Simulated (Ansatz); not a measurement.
Runs of Ansatz 0.2.0 on La. Symmetry: P6_3/mmc, No. 194, hexagonal system. The conventional cell has a = 3.750 Å, b = 3.750 Å, c = 6.070 Å, α = 90.00°, β = 90.00°, γ = 120.00°. La (site symmetry -6m2) is surrounded by 12 La at 3.73 to 3.75 Å. This isn't the form of La at room conditions, which is double hcp.

| level | cutoff (eV) | pressure (GPa) |
| --- | --- | --- |
| LDA | 120 | -2.8 |
| revPBE | 121 | (a) |
| PBE | 121 | 0.7 |
| PBEsol | 120 | (b) |
| RPBE | 122 | 2.0 |
| BLYP | 120 | 2.7 |

Alike in all rows: task band structure; potentials or basis all-electron LAPW, scalar-relativistic; no spin polarisation; cell as given; k mesh 8 × 8 × 5; smearing fermi-dirac 0.05 eV; basis error allowed 0.001 eV/atom.

Problem. Fill in the values left out.

Solution. (a) 1.7; (b) -1.4.
